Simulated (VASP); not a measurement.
Write the native input for VASP 6.6.1 that does the following.

```
Task                   : single point
Functional             : PBEsol
Potentials or basis    : VASP PAW PBE potentials, release 64 (Mo_sv)
Cutoff                 : 900 eV
k mesh                 : 18 × 18 × 10
Occupations            : gaussian, width 0.1 eV
Spin                   : no spin polarisation
Further INCAR settings : ALGO = Normal; EDIFF = 1e-06; NBANDS = 21
```

The structure of Mo lies in POSCAR:

```
Mo
1.0
    2.7318100000      0.0000000000      0.0000000000
   -1.3659000000      2.3658100000      0.0000000000
    0.0000000000      0.0000000000      4.8407500000
Mo
2
Direct
    0.3333300000      0.6666700000      0.2500000000
    0.6666700000      0.3333300000      0.7500000000
```

This isn't the form of Mo at room conditions, which is bcc.

One way to write it, as run:

INCAR

```
SYSTEM = Mo
PREC = Accurate
ENCUT = 900
EDIFF = 1E-6
ISMEAR = 0
SIGMA = 0.1
LREAL = .FALSE.
LASPH = .TRUE.
NELM = 80
ALGO = Normal
ISIF = 2
LWAVE = .FALSE.
LCHARG = .FALSE.
GGA = PS
NBANDS = 21
```

KPOINTS

```
regular mesh
0
G
  18 18 10
  0 0 0
```

Potentials or basis: VASP PAW PBE potentials, release 64 (Mo_sv).

The run is started by

```bash
$ cat potpaw_PBE.64/Mo_sv/POTCAR > POTCAR
$ mpirun -np 1 vasp_std > vasp.out
```

It gave:

```
Pressure               : 0.1 GPa
Band gap on the k mesh : none (metal or under the smearing width)
```

Caveat: the PAW data sets were made with another functional, which shifts forces and pressure a little.

Run time: 5.8 min on 1 thread of AMD EPYC 9R45 (Zen 5), on a shared host, peak memory 0.65 GiB.
